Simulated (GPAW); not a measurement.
Tl:

```
Tl
1.0
     3.45600    0.00000    0.00000
    -1.72800    2.99298    0.00000
     0.00000    0.00000    5.52500
Tl
2
Direct
  0.66667 0.33333 0.75000
  0.33333 0.66667 0.25000
```

- Program: GPAW 26.7.0
- Task: single point
- Functional: PBE
- Potentials or basis: GPAW PAW data sets (gpaw-data 1.2.1)
- Cutoff: 600 eV
- Basis: pw
- k mesh: 9 × 9 × 5
- Occupations: fermi-dirac, width 0.05 eV
- Spin: no spin polarisation

On this cell: pressure 3.1 GPa; largest force under 0.003 eV/Å; band gap on the k mesh none (metal or under the smearing width).

The same run follows on a disturbed copy (atoms moved at random, drawn with an rms of 0.05 Å):

```
Tl
1.0
     3.45600    0.00000    0.00000
    -1.72800    2.99298    0.00000
     0.00000    0.00000    5.52500
Tl
2
Direct
  0.66750 0.31964 0.74125
  0.32903 0.66275 0.24287
```

Task: What does the disturbed cell give?

Result: The energy (extrapolated to zero smearing) moves by +0.1 meV/atom; pressure 3.1 GPa; largest force 0.030 eV/Å; band gap on the k mesh none (metal or under the smearing width).

Forces on the atoms (eV/Å):
```
Tl  -0.007  0.007  0.028
Tl   0.007 -0.007 -0.029
```

Stress tensor (GPa, compression positive):
```
2.49 0.16 0.00
0.16 2.76 0.00
0.00 0.00 4.02
```
